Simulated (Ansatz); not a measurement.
## W: the change of pressure with volume per atom

Results calculated with Ansatz 0.2.0, not measured. Periodic Kohn-Sham DFT of a crystal at fixed atoms; pressure and stress are positive in compression; the energy is the free energy less that of spherical unpolarised free atoms; site moments are those in the method's own spheres, positive along +z.

Cell of the first row (space group Im-3m, No. 229):
```
CELL_PARAMETERS angstrom
-1.56500 1.56500 1.56500
1.56500 -1.56500 1.56500
1.56500 1.56500 -1.56500
ATOMIC_POSITIONS crystal
W 0.00000 0.00000 0.00000
```

Settings of every row: method all-electron PAW; functional PBE; relativity scalar; k mesh 14x14x14; filling fermi-dirac; smearing width 0.08 eV; nucleus gaussian.

Atom start moment: 0 on all atoms.

Limits: no spin-orbit coupling on heavy atoms.

Limits of some rows: the cell was measured well above room temperature (row 1, 4, 6).

| row | volume per atom (Å³) | pressure (GPa) |
| --- | --- | --- |
| 1 | 15.331 | 17.406 |
| 2 | 15.502 | ? |
| 3 | 16.148 | 0.09 |
| 4 | 16.301 | -2.706 |
| 5 | 16.794 | -10.82 |
| 6 | 17.279 | -17.669 |

Question: what pressure should row 2 give?

Worked fit of pressure. Take u = (V_r/V)^(2/3) − 1 with V_r = 16.301 Å³ an atom, which is twice the finite (Eulerian) strain; such expansions in the strain, on which the Birch-Murnaghan equation of state is built, carry the rest volume and the bulk modulus. The shown rows have u = 0.04175, 0.00631, 0, -0.01967, -0.0381. Least squares give pressure = −2.6998 + 435.146 × u + 1111.51 × u² GPa; a straight line predicts inner rows, each left out in turn, worse (root mean square 0.87 against 0.0097 GPa). The rows lie off it by 0.001, 0.000, -0.006, 0.009, -0.004 (root mean square 0.0052 GPa). The pressure vanishes at u = 0.0061, or V = 16.15 Å³ an atom, and there the bulk modulus at fixed shape and fractions is B = −V dP/dV = (2/3)(1 + u) dP/du = 301 GPa. The withheld row has u = 0.03407, so the fit gives −2.6998 + 435.146 × (0.03407) + 1111.51 × (0.03407)² = 13.416 GPa.

The calculation gave 13.42 GPa. The fit lies 0.004 GPa (0.011 % of the column's range) below it; its largest miss of a shown row is 0.009 GPa.
